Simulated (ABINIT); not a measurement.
The system is B.

```xyz
1
Lattice="2.3461 0.0000 0.0000 0.0000 2.3461 0.0000 0.0000 0.0000 1.5858" Properties=species:S:1:pos:R:3 pbc="T T T"
B     1.1731    1.1731    0.7929
```

The cell was built by a generator and needn't be a form met in nature.

Base run:

```yaml
Program: ABINIT 10.8.3 (patched build)
Functional: LDA
Potentials_or_basis: JTH PAW PBE v2.0
Cutoff: 490 eV
k_mesh: 11 × 11 × 16
Occupations: fermi-dirac, width 0.05 eV
Spin: no spin polarisation
```

Its results: band gap on the k mesh none (metal or under the smearing width); pressure -5.8 GPa.

Q: The run is repeated on the same cell with these changes: functional from LDA to WC. What comes out?

A: Band gap on the k mesh none (metal or under the smearing width); pressure -2.5 GPa.

WC binds less tightly than LDA, so the same cell stands under more pressure.

Caveats: the PAW data sets were made with another functional, which shifts forces and pressure a little.

Not every run made on this cell is shown here.
